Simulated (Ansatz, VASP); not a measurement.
## Two plane-wave programs on Mo

```xyz
1
Lattice="-1.5392 1.5392 1.5392 1.5392 -1.5392 1.5392 1.5392 1.5392 -1.5392" Properties=species:S:1:pos:R:3 pbc="T T T"
Mo    0.0000    0.0000    0.0000
```

Alike in both runs: task single point; functional r2SCAN; k mesh 20 × 20 × 20; occupations fermi-dirac, width 0.1 eV; no spin polarisation.

|  | VASP | Ansatz |
| --- | --- | --- |
| version | VASP 6.6.1 | Ansatz 0.2.0 |
| potentials or method | VASP PAW PBE potentials, release 64 (Mo_sv) | scalar-relativistic, plane waves, PAW |
| plane-wave cutoff (eV) | 520 | 500 |
| valence electrons in the cell | 14 | 14 |

|  | VASP | Ansatz | Ansatz less VASP |
| --- | --- | --- | --- |
| gap on the k mesh at the Fermi level (eV) | none | none | - |
| pressure (GPa) | 23.6 | 22.0 | -1.56 |

A gap of «none» marks a metal or a gap that the smearing closes. With one functional, cell and mesh, what is left measures potentials, basis and numerics.

Caveats: so large a pressure means that the cell lies far from this level's equilibrium, or that cutoff or potentials fall short (VASP); the potentials were made for another functional, which shifts forces and pressure (VASP).
